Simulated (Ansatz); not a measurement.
# BaTe: the cost of one run

Method: DFT LDA, all-electron LAPW, scalar-relativistic unless said, in Ansatz 0.2.0.

1 further run of the same task is left out (set aside as unsound or not needed).

## (1) Starting point

Symmetry: Fm-3m, No. 225, cubic system. Conventional cell: a = 6.866 Å, b = 6.866 Å, c = 6.866 Å, α = 90.00°, β = 90.00°, γ = 90.00°. Around Ba (site symmetry m-3m) lie 6 Te at 3.43 Å. Around Te (site symmetry m-3m) lie 6 Ba at 3.43 Å.

Coordinates:

```cif
data_structure
_symmetry_space_group_name_H-M 'Fm-3m'
_symmetry_Int_Tables_number 225
_cell_length_a 6.8663
_cell_length_b 6.8663
_cell_length_c 6.8663
_cell_angle_alpha 90.000
_cell_angle_beta 90.000
_cell_angle_gamma 90.000
_cell_volume 323.73
loop_
_atom_site_label
_atom_site_type_symbol
_atom_site_symmetry_multiplicity
_atom_site_Wyckoff_symbol
_atom_site_fract_x
_atom_site_fract_y
_atom_site_fract_z
_atom_site_occupancy
Ba1 Ba 4 a 0.00000 0.00000 0.00000 1
Te1 Te 4 b 0.50000 0.00000 0.00000 1
```

Cartesian axes are those of the input's lattice vectors. The structure goes back to a database entry.

## (2) Reference run, LAPW

Contents of input.yaml:

```yaml
crystal:
  lattice:
    - [0.0, 3.43317202147, 3.43317202147]
    - [3.43317202147, 0.0, 3.43317202147]
    - [3.43317202147, 3.43317202147, 0.0]
  atoms:
    - { symbol: Ba, position: [0.0, 0.0, 0.0] }
    - { symbol: Te, position: [0.5, 0.5, 0.5] }
kpoints:
  mp_grid: { grid: [6, 6, 6] }
scf:
  occupations: { method: fixed }
hamiltonian:
  xc: lda
  pseudopotentials: { kind: all_electron, lapw: { basis_error: 0.0005 } }
phonons:
  qmesh: [2, 2, 2]
  qpath:
    path:
      - [0.0, 0.0, 0.0]
      - [0.5, 0.0, 0.5]
      - [0.625, 0.25, 0.625]
      - [0.375, 0.375, 0.75]
      - [0.0, 0.0, 0.0]
      - [0.5, 0.5, 0.5]
      - [0.5, 0.25, 0.75]
      - [0.5, 0.0, 0.5]
    npoints: 6
  temperatures: { t_min: 0, t_max: 1000, t_step: 100 }
```

Launch:

```
ansatz run input.yaml --threads 2 --pin off --max-ram 5120MiB --backend cpu --events-out ev --progress --plain --runs-dir out
```

What time and memory should one allow on 2 threads of Arm Neoverse V1, shared host?

About 3 min, with a peak of 0.56 GiB.
